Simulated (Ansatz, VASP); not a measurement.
**WSe2: VASP beside Ansatz**

```xyz
3
Lattice="3.3153 0.0000 0.0000 -1.6577 2.8712 0.0000 0.0000 0.0000 6.5192" Properties=species:S:1:pos:R:3 pbc="T T T"
W     0.0000    0.0000    0.0000
Se    0.0000    1.9141    1.6765
Se    1.6577    0.9571    4.8427
```

Alike in both runs: task single point; functional PBEsol; k mesh 4 × 4 × 4; occupations fermi-dirac, width 0.02 eV; no spin polarisation.

|  | VASP | Ansatz |
| --- | --- | --- |
| version | VASP 6.6.1 | Ansatz 0.2.0 |
| potentials or method | VASP PAW PBE potentials, release 64 (W_sv, Se) | plane waves |
| plane-wave cutoff (eV) | 520 | 420 |
| valence electrons in the cell | 26 | 46 |

|  | VASP | Ansatz | Ansatz less VASP |
| --- | --- | --- | --- |
| pressure (GPa) | -1.5 | -1.8 | -0.35 |
| largest component of the traceless stress (GPa) | 1.38 | 1.31 | -0.066 |
| rms of the force components (eV/Å) | 0.090 | 0.067 | -0.0236 |

Atom by atom the forces differ by 0.024 eV/Å (rms over components). The two sets of potentials don't hold the same shells in valence.

Caveats: the k mesh is coarse (spacing up to 0.55 Å⁻¹), so the values aren't converged; the PAW data sets were made with another functional, which shifts forces and pressure a little (VASP); this functional lacks dispersion, which binds the layers, so the pressure and a relaxed spacing across them are unreliable. The runs have no spin-orbit coupling, so splittings on W are missing.
